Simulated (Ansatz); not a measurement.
# TiO2, space group I4_1/amd: a comparison of functionals at one structure

Computed with Ansatz's Python interface.

At the Python prompt:
```pycon
>>> import warnings
>>> import ansatz as az
>>> import pandas as pd
>>> warnings.simplefilter("ignore", az.DeckWarning)
>>> crystal = (
...     az.Lattice.from_parameters(3.7842, 3.7842, 9.5146, alpha=90, beta=90, gamma=90)
...     .space_group(141, hermann_mauguin="I41/amd", origin_choice=1)
...     .atom("Ti", (0.0, 0.0, 0.0))
...     .atom("O", (0.0, 0.0, 0.2081))
...     .primitive()
... )
>>> setup = (
...     crystal.calculation()
...     .pseudopotentials("paw")
...     .basis(47 * az.Ry, density_ratio=6)
...     .kpoints(9, 9, 9, center="monkhorst-pack")
...     .occupations("Fixed")
...     .scf(tolerance=1e-06, extra_bands=12)
...     .band_table()  # levels at the mesh points
... )
>>> rows = []
>>> for value in ["blyp", "revpbe", "pbesol", "rpbe"]:
...     r = setup.functional(value).run(threads=1, pin="off").report
...     rows.append((value, r["free_energy_ev"] / len(r["lattice"]["sites"]), r["n_iterations"], r["gap_by_band_count_ev"], r["n_kpoints"]))
...
>>> table = pd.DataFrame(rows, columns=["functional", "F/atom (eV)", "iterations", "gap by band count (eV)", "k-points"])
>>> table.round(5)
  functional  F/atom (eV)  iterations  gap by band count (eV)  k-points
0       blyp  -1216.40051           6                 2.11576        75
1     revpbe  -1214.77751           6                 2.15229        75
2     pbesol  -1199.95983           7                 2.07194        75
3       rpbe  -1215.51276           6                 2.16429        75
```

Reading the output:
- The run is spin-unpolarised.
- Along an axis with an odd division the mesh misses the point at one half; a gap read on a finite mesh is an upper bound on this functional's gap.
- Semilocal gaps usually lie well under measured ones.
- The starting cell is as deposited in a crystallographic database; the results hold for this polymorph, which needn't be the stable one.
- Levels are Kohn-Sham eigenvalues on this mesh.
- Total energies of different functionals can't be compared; pressures, moments and gaps at this one structure can.
- Finished in 60 s on 1 thread of Arm Neoverse V2, on a shared host, peak memory 0.66 GiB.
